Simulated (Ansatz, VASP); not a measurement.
# SnTe: VASP beside Ansatz

File INCAR:

```
  ALGO = Normal
  EDIFF = 1E-6
  ENCUT = 520
  GGA = PE
  ISIF = 2
  ISMEAR = 0
  LASPH = T
  LCHARG = F
  LREAL = F
  LWAVE = F
  NBANDS = 17
  NELM = 100
  PREC = Accurate
  SIGMA = 0.03
```

The input KPOINTS:

```
k-points
0
Gamma
  10 10 10
```

The input POSCAR:

```
SnTe
1.0
    0.0000000000      3.1407175000      3.1565000000
    3.1565000000      0.0000000000      3.1565000000
    3.1565000000      3.1407175000      0.0000000000
Sn Te
1 1
Direct
    0.0000000000      0.0000000000      0.0000000000
    0.5000000000      0.5000000000      0.5000000000
```

Input for Ansatz:

```yaml
crystal:
  lattice:
    - [0.0, 3.1407175, 3.1565]
    - [3.1565, 0.0, 3.1565]
    - [3.1565, 3.1407175, 0.0]
  atoms:
    - { symbol: Sn, position: [0.0, 0.0, 0.0] }
    - { symbol: Te, position: [0.5, 0.5, 0.5] }
basis:
  ecutwfc: 420
kpoints:
  mp_grid: { grid: [10, 10, 10] }
hamiltonian:
  xc: pbe
scf:
  occupations: { method: gaussian, width: 0.03 }
output:
  forces: true
  stress: true
  eigenvalues: true
```

Change from the starting cell: strain -0.0050 x Voigt [0, 1, 0, 0, 0, 0], atoms carried along.

Alike in both runs: task single point; functional PBE; k mesh 10 × 10 × 10; occupations gaussian, width 0.03 eV; no spin polarisation.

```csv
,VASP,Ansatz
version,VASP 6.6.1,Ansatz 0.2.0
potentials or method,"VASP PAW PBE potentials, release 64 (Sn_d, Te)","scalar-relativistic, plane waves, PAW"
plane-wave cutoff (eV),520,420
valence electrons in the cell,20,30
```

```tsv
	VASP	Ansatz	Ansatz less VASP
gap on the k mesh at the Fermi level (eV)	0.10	0.10	0.000
least direct gap on the mesh (eV)	0.10	0.10	0.000
pressure (GPa)	2.2	2.3	+0.07
largest component of the traceless stress (GPa)	0.46	0.46	0.000
```

The two sets of potentials don't hold the same shells in valence.

Caveats: spin-orbit coupling is left out, which moves the levels of the heavy elements.
